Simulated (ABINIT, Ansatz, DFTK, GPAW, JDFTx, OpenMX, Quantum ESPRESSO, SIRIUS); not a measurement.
# One calculation of KTaO3, 9 ways

```
Ta K O
1.0
     3.98830    0.00000    0.00000
     0.00000    3.98830    0.00000
     0.00000    0.00000    3.98830
Ta K O
1 1 3
Direct
  0.00000 0.00000 0.00000
  0.50000 0.50000 0.50000
  0.00000 0.00000 0.50000
  0.00000 0.50000 0.00000
  0.50000 0.00000 0.00000
```

Alike in all runs: task single point; functional PBE; k mesh 7 × 7 × 7; occupations fermi-dirac, width 0.05 eV; no spin polarisation; no spin-orbit coupling. Pressure is positive in compression and, in plane waves, holds the error of the finite cutoff, which Ansatz's Pulay term estimates and takes out.

| program and potentials | plane-wave cutoff (eV) | notes | pressure (GPa) |
| --- | --- | --- | --- |
| GPAW, GPAW PAW data sets (gpaw-data 1.2.1) | 800 | - | ? |
| Ansatz, all-electron LAPW, scalar-relativistic | - | - | 5.48 |
| JDFTx, PseudoDojo-SR-PBE-0.5-standard | 1143 | - | 4.33 |
| OpenMX, OpenMX 2013 PBE set, Ta7.0-s3p2d2f1, K10.0-s3p2d1, O6.0-s2p2d1, grid cutoff 400 Ry | - | atomic basis | 1.09 |
| Ansatz, Ansatz PAW (earlier soft set) | 420 | Pulay term of +0.32 GPa included | 5.23 |
| SIRIUS, PseudoDojo 0.4.1 PBE standard (scalar relativistic) | 1152 | - | 4.34 |
| DFTK, PseudoDojo SR PBE 0.4.1 standard (PBE) | 1143 | - | 4.36 |
| Quantum ESPRESSO, SSSP 1.3 efficiency PBE | 816 | - | 5.23 |
| ABINIT, JTH PAW PBE v2.0 | 626 | - | 5.54 |

Problem. Estimate from the other rows what the run with GPAW, GPAW PAW data sets (gpaw-data 1.2.1) gave.

Solution. Pressure 6.15 GPa. The other rows, which needn't bracket it: pressure 1.09 to 5.54.
